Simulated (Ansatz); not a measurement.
# PbS (Cmcm) in Ansatz: reference runs

Aim: a first look at PbS with PBE, on the cell as given and on a disturbed one.

Program: Ansatz 0.2.0. These are calculated values, not measurements. Logs are shortened: lines on timing, memory, paths and dates and some standing lists are left out, and cuts for length are marked.

## (1) Starting point

It takes space group Cmcm (No. 63, orthorhombic). The conventional cell has a = 4.160 Å, b = 11.983 Å, c = 4.279 Å, α = 90.00°, β = 90.00°, γ = 90.00°. Pb (site symmetry m2m) has 5 S at 2.69 to 2.99 Å as nearest neighbours. S (site symmetry m2m) is surrounded by 5 Pb at 2.69 to 2.99 Å.

Measurements of this composition are mostly on another form, of space group No. 225.

## (2) Single point, PBE

input.yaml reads:

```yaml
crystal:
  lattice:
    - [2.079952695, -5.991296865, 0.0]
    - [2.079952695, 5.991296865, 0.0]
    - [0.0, 0.0, 4.27932094]
  atoms:
    - { symbol: Pb, position: [0.13056335, 0.86943665, 0.25] }
    - { symbol: Pb, position: [0.86943665, 0.13056335, 0.75] }
    - { symbol: S, position: [0.35479709, 0.64520291, 0.25] }
    - { symbol: S, position: [0.64520291, 0.35479709, 0.75] }
kpoints:
  mp_grid: { grid: [7, 7, 6] }
scf:
  occupations: { method: fermi_dirac, width: 0.05 }
hamiltonian:
  xc: pbe
  pseudopotentials: { kind: all_electron, lapw: { basis_error: 0.001 } }
output:
  forces: true
  stress: true
  eigenvalues: true
  populations: true
```

Potentials or basis: all-electron LAPW, scalar-relativistic.

The run is started by

```sh
$ ansatz run input.yaml --threads 2 --pin off --max-ram 6144MiB --backend cpu --events-out ev --progress --plain --runs-dir out
```

Log:

```text
Warning: RAYON_NUM_THREADS=2 ignored (pool sized by the plan → 2); use --threads N
Pb: projections on atomic orbitals take those of the free atom 1s2 2s2 2p6 3s2 3p6 3d10 4s2 4p6 4d10 4f14 5s2 5p6 5d10 6s2 6p2, of charge +0.00 (hamiltonian.pseudopotentials.projection_atoms)
S: projections on atomic orbitals take those of the free atom 1s2 2s2 2p6 3s2 3p4, of charge +0.00 (hamiltonian.pseudopotentials.projection_atoms)
LAPW: plane waves up to 7.578 Å⁻¹, error target 1.0e-3 eV per atom; small_component_spin mean_spin; S in spheres of 1.163 Å, 14 of its electrons in bands, Dirac shells []; Pb in spheres of 1.523 Å, 36 of its electrons in bands, Dirac shells [] (how accurate: hamiltonian.pseudopotentials.lapw.basis_error, Limitations)
Engine: ansatz 0.2.0, x86_64-unknown-linux-gnu
Pseudopotentials: kind: all_electron
Pseudopotential: Pb, LAPW, valence charge 36, lapw/all_electron/scalar/gaussian/Pb, Koelling and Harmon's equation, gaussian nucleus
Pseudopotential: S, LAPW, valence charge 14, lapw/all_electron/scalar/gaussian/S, Koelling and Harmon's equation, gaussian nucleus
Functional definition: PBE
  parameter kappa = 0.804
  parameter beta = 0.06672455060314922
  exchange = pbe_x(kappa = kappa, mu = beta*pi^2/3)
  correlation = pbe_c(beta = beta)
Crystal: 4 atoms, lattice volume = 106.654 Å³
Basis set: ecut = 218.78839653595622 eV, 797 PW (Γ), FFT grids on a1+a2, a2, a3, exchange–correlation at level 2
Bands: 60, of which v1, the nominal top of the filled ones, is band 50 counted from 1 (49 counted from 0)
Symmetry: 8 space group operations
Space group: Cmcm (ITA 63), of the structure as read, at distance tolerance 4.7e-5 Å
k-points: 64 of 294
Non-local potential: Pb, projectors of the file, none
Non-local potential: S, projectors of the file, none
Initial density: superposition of atomic densities (chi_scale 0.1, normalization cell, long waves kept (reshape's long-wave potential 0.01 eV rms))
Initial wavefunctions: plane waves of lowest kinetic energy (no species holds an atomic orbital)
Functional: x = pbe(κ = 0.804, μ = 0.2195149727645171), c = pbe(β = 0.06672455060314922)
[... 13 lines left out ...]
SCF 1 converged in 9 iterations: F = -1157860.573489 eV  dr2 = 2.82e-8
SCF converged after 9 iterations
Free energy (F): -1157860.573489 eV
Harris-Foulkes:  -1157860.573489 eV  (|F-HF|=3.75e-8)
Internal energy: -1157860.573489 eV  (E = F + TS)
E sigma→0 (E₀):  -1157860.573489 eV
Entropy (-TS):   -0.000000 eV (-0.000 meV/atom)
Fermi energy:    11.074231 eV
--- Per-component energies (eV) ---
  E_band       = -7093.385004
  E_kinetic    = 1331765.179897
  E_xc         = -22556.534418
  E_electrostatic = -2467069.218968  (all electrons and nuclei)
  E_smearing   = -0.000000  (= −TS)
  E_closure    = 0.000000  (closes the sum)
  E_atoms      = -1157843.251586  (free atoms, spherical and without spin; not in F)
  Σ components = -1157860.573489   (vs F -1157860.573489, Δ=0.00e0)
  Basis errors (estimates in eV, not in F): energy 4.9e-4 per atom: plane waves 4.4e-4 (2.5e-4 summed), levels above the bands 2.4e-74, relativity 9.0e-8, radial functions 4.6e-5, core shells 1.0e-7; eigenvalues (radial functions only) 1.5e-5; not estimated: angular momenta, meshes, grids; target (lapw.basis_error) 1.0e-3; muffin-tin radii S 1.163 Å, Pb 1.523 Å
--- Forces (eV/Å), atoms counted from 1 ---
  atom   1  Pb     0.00000000     0.07514537     0.00000000
  atom   2  Pb     0.00000000    -0.07514537     0.00000000
  atom   3  S      0.00000000    -0.10149707     0.00000000
  atom   4  S      0.00000000     0.10149707     0.00000000
  max |Σ_I F_I| component: 0.00e0 eV/Å
--- Stress (GPa, compression-positive) ---
        0.966287       0.000000       0.000000
        0.000000       1.358405       0.000000
        0.000000       0.000000       0.895897
  P = ⅓ Tr σ = 1.0735 GPa (10.735 kbar)
--- Band table (eV; the first three rows and the last of 64) ---
  k-point 0: bands = ["-194.0865", "-194.0865", "-138.8658", "-138.8658", "-138.8630", "-138.8630", "-138.8600", "-138.8600", "-128.4324", "-128.4324", "-117.4696", "-117.4696", "-117.4694", "-117.4694", "-117.4605", "-117.4605", "-117.4577", "-117.4577", "-117.4506", "-117.4506", "-117.4496", "-117.4496", "-117.4467", "-117.4467", "-70.2871", "-70.2871", "-70.2839", "-70.2838", "-70.2601", "-70.2598", "-5.9256", "-5.8255", "-5.8167", "-5.8149", "-5.7806", "-5.7727", "-5.7642", "-5.7606", "-5.7456", "-5.7028", "-2.4881", "-0.7053", "3.6965", "4.6337", "6.2898", "7.5522", "8.1061", "8.8325", "9.0073", "9.9876", "15.1407", "15.2021", "15.3630", "16.0595", "16.2953", "16.3022", "16.5793", "17.4464", "17.8791", "19.8224"]
  k-point 1: bands = ["-194.0865", "-194.0865", "-138.8658", "-138.8658", "-138.8630", "-138.8630", "-138.8600", "-138.8600", "-128.4324", "-128.4324", "-117.4696", "-117.4696", "-117.4694", "-117.4694", "-117.4605", "-117.4605", "-117.4577", "-117.4577", "-117.4506", "-117.4506", "-117.4496", "-117.4496", "-117.4467", "-117.4467", "-70.2871", "-70.2871", "-70.2839", "-70.2838", "-70.2601", "-70.2598", "-5.9090", "-5.8262", "-5.8192", "-5.8014", "-5.7835", "-5.7812", "-5.7751", "-5.7487", "-5.7407", "-5.7131", "-2.3323", "-0.7130", "3.2932", "4.2523", "6.4532", "7.9776", "8.3077", "8.9998", "9.3654", "9.8191", "14.5138", "14.6526", "14.8375", "15.3150", "15.6873", "15.8250", "16.5187", "18.1948", "18.6906", "20.0272"]
  k-point 2: bands = ["-194.0865", "-194.0865", "-138.8658", "-138.8658", "-138.8630", "-138.8630", "-138.8600", "-138.8600", "-128.4324", "-128.4324", "-117.4696", "-117.4696", "-117.4694", "-117.4694", "-117.4605", "-117.4605", "-117.4577", "-117.4577", "-117.4506", "-117.4506", "-117.4496", "-117.4496", "-117.4467", "-117.4467", "-70.2871", "-70.2871", "-70.2839", "-70.2839", "-70.2600", "-70.2598", "-5.8741", "-5.8319", "-5.8071", "-5.8001", "-5.7993", "-5.7810", "-5.7680", "-5.7403", "-5.7382", "-5.7361", "-1.8967", "-0.8578", "2.7572", "3.4606", "6.9778", "8.3841", "8.8358", "9.3524", "9.7305", "10.0960", "13.0605", "13.2029", "13.5405", "14.2135", "15.4884", "15.5069", "18.0340", "19.3118", "19.7542", "20.5711"]
  k-point 63: bands = ["-194.0865", "-194.0865", "-138.8658", "-138.8658", "-138.8630", "-138.8630", "-138.8600", "-138.8600", "-128.4324", "-128.4324", "-117.4696", "-117.4696", "-117.4694", "-117.4694", "-117.4605", "-117.4605", "-117.4577", "-117.4577", "-117.4506", "-117.4506", "-117.4496", "-117.4496", "-117.4467", "-117.4467", "-70.2871", "-70.2871", "-70.2839", "-70.2839", "-70.2599", "-70.2599", "-5.8573", "-5.8573", "-5.7949", "-5.7949", "-5.7802", "-5.7802", "-5.7482", "-5.7482", "-5.7464", "-5.7464", "-1.2552", "-1.2552", "2.4380", "2.4380", "9.1427", "9.1427", "9.2726", "9.2726", "10.0473", "10.0473", "12.2361", "12.2361", "13.6663", "13.6663", "14.0095", "14.0095", "19.1310", "19.1310", "19.6590", "19.6590"]
--- Löwdin populations: 4 sites ---
  site symbol       q [e]
     0     Pb     81.5224
     1     Pb     81.5224
     2      S     16.4265
     3      S     16.4265
  spilling = 0.000521 (of n_electrons = 196.000000)
```

populations.tsv:

```text
# site	symbol	l	j	q
# orbitals = lowdin
# n_electrons = 196.000000
# spilling = 0.000521
# projection_atom_Pb: 1s2 2s2 2p6 3s2 3p6 3d10 4s2 4p6 4d10 4f14 5s2 5p6 5d10 6s2 6p2
# projection_atom_S: 1s2 2s2 2p6 3s2 3p4
0	Pb	0_1S	-	2.000000
0	Pb	0_2S	-	1.999998
0	Pb	0_3S	-	1.999981
0	Pb	0_4S	-	1.999818
0	Pb	0_5S	-	1.997820
0	Pb	0_6S	-	1.896125
0	Pb	1_2P	-	6.000000
0	Pb	1_3P	-	6.000000
0	Pb	1_4P	-	5.999978
0	Pb	1_5P	-	5.998024
0	Pb	1_6P	-	1.635160
0	Pb	2_3D	-	10.000000
0	Pb	2_4D	-	9.999999
0	Pb	2_5D	-	9.995480
0	Pb	3_4F	-	13.999999
1	Pb	0_1S	-	2.000000
1	Pb	0_2S	-	1.999998
1	Pb	0_3S	-	1.999981
1	Pb	0_4S	-	1.999818
1	Pb	0_5S	-	1.997820
1	Pb	0_6S	-	1.896125
1	Pb	1_2P	-	6.000000
1	Pb	1_3P	-	6.000000
1	Pb	1_4P	-	5.999978
1	Pb	1_5P	-	5.998024
1	Pb	1_6P	-	1.635160
1	Pb	2_3D	-	10.000000
1	Pb	2_4D	-	9.999999
1	Pb	2_5D	-	9.995480
1	Pb	3_4F	-	13.999999
2	S	0_1S	-	1.999945
2	S	0_2S	-	1.996088
2	S	0_3S	-	1.792753
2	S	1_2P	-	5.999548
2	S	1_3P	-	4.638203
3	S	0_1S	-	1.999945
3	S	0_2S	-	1.996088
3	S	0_3S	-	1.792753
3	S	1_2P	-	5.999548
3	S	1_3P	-	4.638203
```

It took 72 s on 2 threads of Intel Xeon at 2.50GHz (Skylake/Cascade Lake), shared host; peak memory 0.68 GiB.

What came out:

| Item | Value |
| --- | --- |
| Free energy | -1157860.5735 eV |
| Pressure | 1.1 GPa |
| Largest force | 0.101 eV/Å |
| Band gap on the k mesh | 1.25 eV, indirect (least direct gap 1.43 eV) |
| Loewdin charges | Pb +0.48; S -0.43 e |

Forces in eV/Å, atoms in the order of the input:
```
Pb   0.000  0.075  0.000
Pb   0.000 -0.075  0.000
S    0.000 -0.101  0.000
S    0.000  0.101  0.000
```

Levels at points of the mesh, in eV from the valence-band top:
```tsv
k point	band 47	band 48	band 49	band 50	band 51	band 52	band 53	band 54
(0.00, 0.00, 0.00)	-2.31	-1.58	-1.41	-0.43	4.73	4.79	4.95	5.65
(0.00, 0.00, -0.50)	-1.05	-1.05	-0.04	-0.04	1.89	1.89	2.86	2.86
```

Caveat: spin-orbit coupling is left out, which as a rule narrows the gap of such compounds by several tenths of an eV; an odd mesh through Γ misses points on the zone boundary, where band edges often lie.

## (3) Single point, PBE (atoms moved at random, drawn with an rms of 0.05 Å)

input.yaml reads:

```yaml
crystal:
  lattice:
    - [2.079952695, -5.991296865, 0.0]
    - [2.079952695, 5.991296865, 0.0]
    - [0.0, 0.0, 4.27932094]
  atoms:
    - { symbol: Pb, position: [0.134937, 0.880318, 0.248601] }
    - { symbol: Pb, position: [0.861706, 0.123632, 0.752825] }
    - { symbol: S, position: [0.364489, 0.664839, 0.247152] }
    - { symbol: S, position: [0.638204, 0.348056, 0.752177] }
kpoints:
  mp_grid: { grid: [7, 7, 6] }
scf:
  occupations: { method: fermi_dirac, width: 0.05 }
hamiltonian:
  xc: pbe
  pseudopotentials: { kind: all_electron, lapw: { basis_error: 0.001 } }
output:
  forces: true
  stress: true
  eigenvalues: true
  populations: true
```

Potentials or basis: all-electron LAPW, scalar-relativistic.

The run is started by

```sh
$ ansatz run input.yaml --threads 2 --pin off --max-ram 6144MiB --backend cpu --events-out ev --progress --plain --runs-dir out
```

Run time: 4.4 min. Hardware: 2 threads of Intel Xeon at 2.50GHz (Skylake/Cascade Lake), shared host; peak memory 1.1 GiB.

The run converged. Its results:

* Free energy: -1157860.5596 eV
* Pressure: 1.2 GPa
* Largest force: 0.273 eV/Å
* Band gap on the k mesh: 1.23 eV, indirect (least direct gap 1.47 eV)
* Loewdin charges: Pb +0.47, +0.48; S -0.42, -0.43 e

Forces on the atoms (eV/Å):
```
Pb  -0.033  0.114  0.016
Pb   0.047 -0.036 -0.019
S   -0.140 -0.232  0.035
S    0.127  0.154 -0.032
```

Stress tensor (GPa, compression positive):
```
 1.00  0.11 -0.07
 0.11  1.75 -0.08
-0.07 -0.08  0.86
```

Levels at points of the mesh, in eV from the valence-band top:
| k point | band 47 | band 48 | band 49 | band 50 | band 51 | band 52 | band 53 | band 54 |
| --- | --- | --- | --- | --- | --- | --- | --- | --- |
| (0.00, 0.00, 0.00) | -2.30 | -1.52 | -1.38 | -0.38 | 4.52 | 4.77 | 5.14 | 5.60 |
| (0.00, 0.00, -0.50) | -1.08 | -1.03 | -0.10 | -0.06 | 1.94 | 1.95 | 2.89 | 2.93 |

Caveat: spin-orbit coupling is left out, which as a rule narrows the gap of such compounds by several tenths of an eV; an odd mesh through Γ misses points on the zone boundary, where band edges often lie.
